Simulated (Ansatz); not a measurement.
# Ge: the cost of one run

Computed with Ansatz 0.2.0 (DFT PBE, scalar-relativistic, unless a step's input says otherwise).

## Step 1: The structure to begin with

Symmetry: P6_3/mmc, No. 194, hexagonal system. The conventional cell has a = 3.998 Å, b = 3.998 Å, c = 6.599 Å, α = 90.00°, β = 90.00°, γ = 120.00°. Ge (site symmetry 3m) has 4 Ge at 2.45 to 2.47 Å as nearest neighbours.

As a file:

```
CELL_PARAMETERS angstrom
3.99759 0.00000 0.00000
-1.99879 3.46201 0.00000
0.00000 0.00000 6.59938
ATOMIC_POSITIONS crystal
Ge 0.66667 0.33333 0.06290
Ge 0.33333 0.66667 0.56290
Ge 0.66667 0.33333 0.43710
Ge 0.33333 0.66667 0.93710
```

Atoms are numbered in the order of the input: Ge1, Ge2, Ge3, Ge4.

## Step 2: After the deformation

Space group P6_3/mmc before, P6_3/mmc after.

## Step 3: Full-potential LAPW

Input file input.yaml:

```yaml
crystal:
  lattice:
    - [3.9975858431, 0.0, 0.0]
    - [-1.9987929216, 3.462010894, 0.0]
    - [0.0, 0.0, 6.6653717295]
  atoms:
    - { symbol: Ge, position: [0.6666666667, 0.3333333333, 0.06290125] }
    - { symbol: Ge, position: [0.3333333333, 0.6666666667, 0.56290125] }
    - { symbol: Ge, position: [0.6666666667, 0.3333333333, 0.43709875] }
    - { symbol: Ge, position: [0.3333333333, 0.6666666667, 0.93709875] }
kpoints:
  mp_grid: { grid: [11, 11, 6] }
  band_path:
    path:
      - [0.0, 0.0, 0.0]
      - [0.5, 0.0, 0.0]
      - [0.3333333333, 0.3333333333, 0.0]
      - [0.0, 0.0, 0.0]
      - [0.0, 0.0, 0.5]
      - [0.5, 0.0, 0.5]
      - [0.3333333333, 0.3333333333, 0.5]
      - [0.0, 0.0, 0.5]
      - [0.5, 0.0, 0.5]
    npoints: 5
scf:
  occupations: { method: fermi_dirac, width: 0.05 }
hamiltonian:
  xc: pbe
  pseudopotentials: { kind: all_electron, lapw: { basis_error: 0.001 } }
output:
  forces: true
  stress: true
  eigenvalues: true
```

The run is started by

```console
$ ansatz run input.yaml --threads 1 --pin off --max-ram 4096MiB --backend cpu --events-out ev --progress --plain --runs-dir out
```

What time and memory should one allow on 1 thread of Arm Neoverse V1, shared host?

About 2.2 min, with a peak of 0.67 GiB.
